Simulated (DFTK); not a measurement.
# GaAs (F-43m) in DFTK: reference runs

Reference runs on GaAs: the cell as given.

All numbers are computed with DFTK 0.8.2; they aren't measurements. Logs are shortened: lines on timing, memory, paths and dates and some standing lists are left out, and cuts for length are marked.

**What was measured.**

From “Evidence of valence band perturbations in GaAsN/GaAs(001): A combined variable-angle spectroscopic ellipsometry and modulated photoreflectance investigation”, 2008, arxiv:0805.2212, for a bulk crystal of GaAs at 300 K: band gap 1.412 ± 0.01 eV (direct).

The runs below are set against these values where they give the same quantity.

### Step 1. The crystal as given

Symmetry: F-43m, No. 216, cubic system. Conventional cell: a = 5.654 Å, b = 5.654 Å, c = 5.654 Å, α = 90.00°, β = 90.00°, γ = 90.00°. As (site symmetry -43m) has 4 Ga at 2.45 Å as nearest neighbours. Ga (site symmetry -43m) has 4 As at 2.45 Å as nearest neighbours.

### Step 2. Single point, PBEsol

run.jl reads:

```julia
using DFTK
using PseudoPotentialData
using Unitful, UnitfulAtomic
using LinearAlgebra, Printf
include("save.jl")
disable_threading()

# lattice vectors are the columns
lattice = austrip(1u"Å") * [           0.0        2.82685        2.82685;
                  2.82685            0.0        2.82685;
                  2.82685        2.82685            0.0]
symbols   = [:As, :Ga]
positions = [[0.75, 0.75, 0.75],
             [0.0, 0.0, 0.0]]
pseudopotentials = PseudoFamily("dojo.nc.sr.pbesol.v0_4_1.standard.upf")
elements = Dict(s => ElementPsp(s, pseudopotentials) for s in unique(symbols))
atoms    = [elements[s] for s in symbols]

build_model(lattice, positions; symmetries=true) =
    model_DFT(lattice, atoms, positions;
              functionals=PBEsol(),
              temperature=austrip(0.05u"eV"),
              smearing=Smearing.FermiDirac(),
              symmetries)
Ecut  = 42.0  # hartree
kgrid = [8, 8, 8]
tol   = 1e-6
to_GPa = ustrip(uconvert(u"GPa", 1u"hartree/bohr^3"))

model = build_model(lattice, positions)
basis = PlaneWaveBasis(model; Ecut, kgrid)
display(basis)
scfres = self_consistent_field(basis;
                               tol,
                               nbandsalg=AdaptiveBands(model; n_bands_converge=19))
display(scfres.energies)
@printf "Fermi level: %.6f eV\n" ustrip(auconvert(u"eV", something(scfres.εF, NaN)))
forces = compute_forces_cart(scfres)
println("Forces (eV/Å)")
for (s, f) in zip(symbols, forces)
    @printf "%-3s %12.6f %12.6f %12.6f\n" s ustrip.(auconvert.(u"eV/Å", f))...
end
stress = compute_stresses_cart(scfres)
println("Stress (GPa)")
display(round.(stress * to_GPa; digits=4))
println("Levels at the first k-point (eV): ", round.(ustrip.(auconvert.(u"eV", scfres.eigenvalues[1][1:scfres.n_bands_converge])); digits=4))
save_scf!(scfres; forces, stress)
```

Potentials or basis: dojo.nc.sr.pbesol.v0_4_1.standard.upf (PBEsol).

The run is started by

```sh
> julia --threads=1 run.jl  # save.jl only writes the numbers to a file and isn't shown; printed stress counts tension as positive; times include loading and compiling
```

Standard output:

```text
PlaneWaveBasis discretization:

    Ecut                 : 42.0 Ha
    fft_size             : (48, 48, 48), 110592 total points
    kgrid                : MonkhorstPack([8, 8, 8])
    num.   red. kpoints  : 512
    num. irred. kpoints  : 43

    Discretized Model(gga_x_pbe_sol+gga_c_pbe_sol, 3D):
        lattice (in Bohr)    : [0         , 5.34197   , 5.34197   ]
                               [5.34197   , 0         , 5.34197   ]
                               [5.34197   , 5.34197   , 0         ]
        unit cell volume     : 304.88 Bohr³

        atoms                : AsGa
        pseudopot. family    : PseudoFamily("dojo.nc.sr.pbesol.v0_4_1.standard.upf")

        num. electrons       : 28
        spin polarization    : none
        temperature          : 0.0018375 Ha
        smearing             : DFTK.Smearing.FermiDirac()

        terms                : Kinetic()
                               AtomicLocal()
                               AtomicNonlocal()
                               Ewald(nothing)
                               PspCorrection()
                               Hartree()
                               Xc(gga_x_pbe_sol, gga_c_pbe_sol)
                               Entropy()
n     Energy            log10(ΔE)   log10(Δρ)   Diag   Δtime
---   ---------------   ---------   ---------   ----   ------
  1   -182.3003824402                   -0.98    4.6    27.2s
  2   -182.3066688212       -2.20       -1.50    1.1    12.7s
  3   -182.3072706551       -3.22       -1.82    2.2    14.7s
  4   -182.3072809299       -4.99       -2.00    2.0    15.4s
  5   -182.3073194908       -4.41       -2.93    1.1    10.1s
  6   -182.3073224273       -5.53       -2.96    3.0    16.4s
  7   -182.3073229294       -6.30       -3.39    1.0    11.1s
  8   -182.3073230626       -6.88       -4.74    2.0    13.3s
  9   -182.3073230633       -9.14       -4.36    3.6    19.4s
 10   -182.3073230639       -9.22       -4.75    1.9    13.9s
 11   -182.3073230640       -9.83       -5.41    1.8    12.4s
 12   -182.3073230640      -11.45       -5.71    1.3    11.5s
 13   -182.3073230640      -12.00       -6.11    1.8    12.2s
Energy breakdown (in Ha):
    Kinetic             138.7906916
    AtomicLocal         -149.6055653
    AtomicNonlocal      -90.2715864
    Ewald               -99.1764169
    PspCorrection       4.8950878
    Hartree             57.2944721
    Xc                  -44.2340044
    Entropy             -0.0000017

    total               -182.307323064024
Fermi level: 4.159503 eV
Forces (eV/Å)
As     -0.000000    -0.000000    -0.000000
Ga     -0.000000    -0.000000    -0.000000
Stress (GPa)
3×3 StaticArraysCore.SMatrix{3, 3, Float64, 9} with indices SOneTo(3)×SOneTo(3):
 -0.2627   0.0      0.0
  0.0     -0.2627   0.0
  0.0      0.0     -0.2627
Levels at the first k-point (eV): [-31.3118, -31.3118, -31.3118, -31.302, -31.302, -10.8951, -10.8951, -10.8951, -10.8164, -10.8164, -8.843, 3.9095, 3.9095, 3.9095, 4.3508, 7.6174, 7.6174, 7.6174, 11.3204]
```

Wall time 6.2 min (1 thread of AMD EPYC 7R43 (Zen 3), shared host); peak memory 1.9 GiB.

Results:

```yaml
Free_energy: -4960.8350 eV
Pressure: 0.3 GPa
Band_gap_on_the_k_mesh: 0.44 eV, direct
```

Levels at points of the mesh, in eV from the valence-band top:
```
             k point  band 12  band 13  band 14  band 15  band 16  band 17
  (0.00, 0.00, 0.00)     0.00     0.00     0.00     0.44     3.71     3.71
 (-0.50, 0.00, 0.00)    -6.67    -1.14    -1.14     0.93     4.60     4.60
(-0.50, -0.50, 0.00)    -6.84    -2.69    -2.69     1.36     1.58    10.13
```

### Step 3. How close it comes

Step 2. Measured gap of GaAs: 1.412 eV (direct; 300 K; “Evidence of valence band perturbations in GaAsN/GaAs(001): A combined variable-angle spectroscopic ellipsometry and modulated photoreflectance investigation”, 2008, arxiv:0805.2212). This calculation gives 0.44 eV (-0.97 eV). 3 values of this kind are on record (1.412 to 1.51 eV); this one was drawn at random among those near their median, those with a stated uncertainty first. Spin-orbit coupling on As, Ga is left out. The value is that of PBEsol on a finite k mesh, which can miss the band edges, without temperature or zero-point motion. Semilocal functionals fall short of measured gaps as a rule.
